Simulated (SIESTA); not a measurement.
# Hg in SIESTA: the effect of functional

Hg, a slab with vacuum:

```
Hg
1.0
     3.46181    0.00000    0.00000
    -1.73090    2.99802    0.00000
     0.00000    0.00000   25.97510
Hg
5
Direct
  0.33333 0.66667 0.28874
  0.66667 0.33333 0.39437
  0.33333 0.66667 0.50000
  0.66667 0.33333 0.60563
  0.33333 0.66667 0.71126
```

Alike in all runs:

```yaml
Program: SIESTA 5.4.2
Task: single point
Potentials_or_basis: PseudoDojo 0.4 standard (PBE files)
Basis: DZP (energy shift 0.003 Ry; two zetas on semicore shells)
Grid_cutoff: 800 Ry
Energy_shift: 0.003 Ry
k_mesh: 9 × 9 × 1
Occupations: fermi-dirac, width 0.05 eV
Spin: no spin polarisation
```

```csv
functional,gap on the mesh (eV),largest force (eV/Å)
PBE,0.43,0.14
vdW-DF,0.60,0.16
vdW-DF2,?,?
optB88-vdW,0.59,0.08
vdW-DF-C09,0.50,0.29
vdW-DF-cx,0.51,0.25
VV10,0.42,0.12
```

What does the run with functional vdW-DF2 give?

gap on the mesh 0.64 eV; largest force 0.31 eV/Å.

Caveats: the valence orbitals were made in a potential fitted to the semicore shell under them, which widens gaps by tenths of an eV or more; spin-orbit coupling is left out, which moves the levels of the heavy elements; the basis of atomic orbitals isn't converged, which shifts pressures, moduli and gaps; the potentials were made for another functional, which shifts forces and pressure (some runs); the non-local part is tabulated coarsely and may be off by about a percent (some runs).

A k mesh can miss the band edges.
